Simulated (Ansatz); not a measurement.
The system is TaS2.

```xyz
3
Lattice="3.3500 0.0000 0.0000 -1.6750 2.9012 0.0000 0.0000 0.0000 5.8600" Properties=species:S:1:pos:R:3 pbc="T T T"
Ta    0.0000    0.0000    0.0000
S     1.6750    0.9671    4.3950
S     0.0000    1.9341    1.4650
```

Base run:

```yaml
Program: Ansatz 0.2.0
Functional: r2SCAN
Potentials_or_basis: Ansatz PAW
Cutoff: "500 eV (not typed: the program's choice for these potentials)"
k_mesh: 9 × 9 × 5
Occupations: fermi-dirac, width 0.05 eV
Spin: no spin polarisation
```

Its results: band gap on the k mesh none (metal or under the smearing width); pressure 7.8 GPa; largest force 1.003 eV/Å.

The run is repeated on the same cell with these changes: functional from r2SCAN to PBE; cutoff from 500 eV (not typed: the program's choice for these potentials) to 420 eV (not typed: the program's choice for these potentials); occupations from fermi-dirac, width 0.05 eV to gaussian, width 0.012 eV. What comes out?

Band gap on the k mesh none (metal or under the smearing width); pressure 9.1 GPa; largest force 1.254 eV/Å.

Caveats: forces of over 1 eV/Å show positions far from the minimum, so gaps and moduli don't describe the material at rest; spin-orbit coupling is left out, which moves the levels of the heavy elements (some runs); the PAW data sets come from PBE, with cores solved anew for the run's functional, which leaves a small shift of forces and pressure (some runs); this functional lacks dispersion, which binds the layers, so the pressure and a relaxed spacing across them are unreliable (some runs).
